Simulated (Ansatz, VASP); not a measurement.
## One calculation of SrO, two programs

The input INCAR:

```
SYSTEM = SrO
PREC     = Accurate       ! precision mode
ENCUT    = 520            ! plane-wave cutoff, eV
EDIFF    = 1E-6           ! SCF threshold, eV
ISMEAR   = -1             ! smearing method
SIGMA    = 0.05           ! smearing width, eV
LREAL    = .FALSE.        ! projectors in reciprocal space
LASPH    = .TRUE.         ! aspherical terms in the spheres
NELM     = 60             ! most SCF steps
ALGO     = Normal         ! electronic algorithm
ISIF     = 2              ! what is computed and relaxed
LWAVE    = .FALSE.        ! write WAVECAR
LCHARG   = .FALSE.        ! write CHGCAR
GGA      = PE             ! functional
NBANDS   = 15             ! bands
```

Contents of KPOINTS:

```
Automatic mesh
0
G
  9 9 9
  0 0 0
```

The input POSCAR:

```
SrO
1.0
    0.0000000000      2.5663000000      2.4636480000
    2.5663000000      0.0000000000      2.4636480000
    2.5663000000      2.5663000000      0.0000000000
Sr O
1 1
Direct
    0.5000000000      0.5000000000      0.5000000000
    0.0000000000      0.0000000000      0.0000000000
```

Contents of input.yaml:

```yaml
crystal:
  lattice:
    - [0.0, 2.5663, 2.463648]
    - [2.5663, 0.0, 2.463648]
    - [2.5663, 2.5663, 0.0]
  atoms:
    - { symbol: Sr, position: [0.5, 0.5, 0.5] }
    - { symbol: O, position: [0.0, 0.0, 0.0] }
hamiltonian:
  xc: pbe
  pseudopotentials: { kind: paw }
kpoints:
  mp_grid: { grid: [9, 9, 9] }
scf:
  occupations: { method: fermi_dirac, width: 0.05 }
output:
  forces: true
  stress: true
  eigenvalues: true
```

Change from the starting cell: strain = -0.04.

Alike in both runs: task single point; functional PBE; k mesh 9 × 9 × 9; occupations fermi-dirac, width 0.05 eV; no spin polarisation.

|  | VASP | Ansatz |
| --- | --- | --- |
| version | VASP 6.6.1 | Ansatz 0.2.0 |
| potentials or method | VASP PAW PBE potentials, release 64 (Sr_sv, O) | Ansatz PAW |
| plane-wave cutoff (eV) | 520 | 420 |
| valence electrons in the cell | 16 | 16 |

```csv
,VASP,Ansatz,Ansatz less VASP
gap on the k mesh at the Fermi level (eV),3.07,3.13,+0.057
least direct gap on the mesh (eV),3.26,3.31,+0.043
pressure (GPa),8.9,8.2,-0.75
largest component of the traceless stress (GPa),5.33,5.05,-0.274
```

With one functional, cell and mesh, what is left measures potentials, basis and numerics.

Caveats: an odd mesh through Γ misses points on the zone boundary, where band edges often lie (VASP); odd divisions of the mesh miss points on the zone boundary, where band edges often lie, so the gap on the mesh can be too wide (Ansatz); the pressure holds a Pulay correction of +0.4 GPa for the finite cutoff (Ansatz).
